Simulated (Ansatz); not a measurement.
**LAPW volumes and bulk moduli in simple lattices**

All-electron LAPW (Ansatz 0.2.0), scalar-relativistic, no spin, Fermi–Dirac smearing 0.136 eV, k-meshes of 8 to 18 points an axis; Birch–Murnaghan fits to pressures. Some or most of these lattices are hypothetical for the element, and V0 is the minimum nearest the starting volume; lattices without a usable fit are left out; mesh and smearing are coarse, and magnetic elements are treated as non-magnetic.

```json
{"element": "Ti", "lattice": "bcc", "functional": "LDA", "V0 (Å³/atom)": "15.97", "B0 (GPa)": "118", "B′": "3.3", "k-points per axis": "15"}
{"element": "Ti", "lattice": "bcc", "functional": "PBE", "V0 (Å³/atom)": "17.38", "B0 (GPa)": "104", "B′": "3.4", "k-points per axis": "14"}
{"element": "Ti", "lattice": "bcc", "functional": "PBEsol", "V0 (Å³/atom)": "16.66", "B0 (GPa)": "111", "B′": "3.3", "k-points per axis": "14"}
{"element": "Ti", "lattice": "diamond", "functional": "LDA", "V0 (Å³/atom)": "19.43", "B0 (GPa)": "36", "B′": "2.9", "k-points per axis": "9"}
{"element": "Ti", "lattice": "diamond", "functional": "PBE", "V0 (Å³/atom)": "23.43", "B0 (GPa)": "28", "B′": "4.2", "k-points per axis": "8"}
{"element": "Ti", "lattice": "diamond", "functional": "PBEsol", "V0 (Å³/atom)": "21.34", "B0 (GPa)": "33", "B′": "2.3", "k-points per axis": "8"}
{"element": "Ti", "lattice": "fcc", "functional": "LDA", "V0 (Å³/atom)": "16.10", "B0 (GPa)": "120", "B′": "3.4", "k-points per axis": "14"}
{"element": "Ti", "lattice": "fcc", "functional": "PBE", "V0 (Å³/atom)": "17.47", "B0 (GPa)": "106", "B′": "3.5", "k-points per axis": "14"}
{"element": "Ti", "lattice": "sc", "functional": "LDA", "V0 (Å³/atom)": "16.75", "B0 (GPa)": "91", "B′": "3.4", "k-points per axis": "13"}
{"element": "Ti", "lattice": "sc", "functional": "PBE", "V0 (Å³/atom)": "18.54", "B0 (GPa)": "77", "B′": "3.4", "k-points per axis": "12"}
```

Q: Give V0 and B0 for sc Ti in PBEsol.

A: 17.59 Å³/atom and 83.9 GPa.

Q: Give V0 and B0 for fcc Ti in PBEsol.

A: 16.76 Å³/atom and 113.1 GPa.
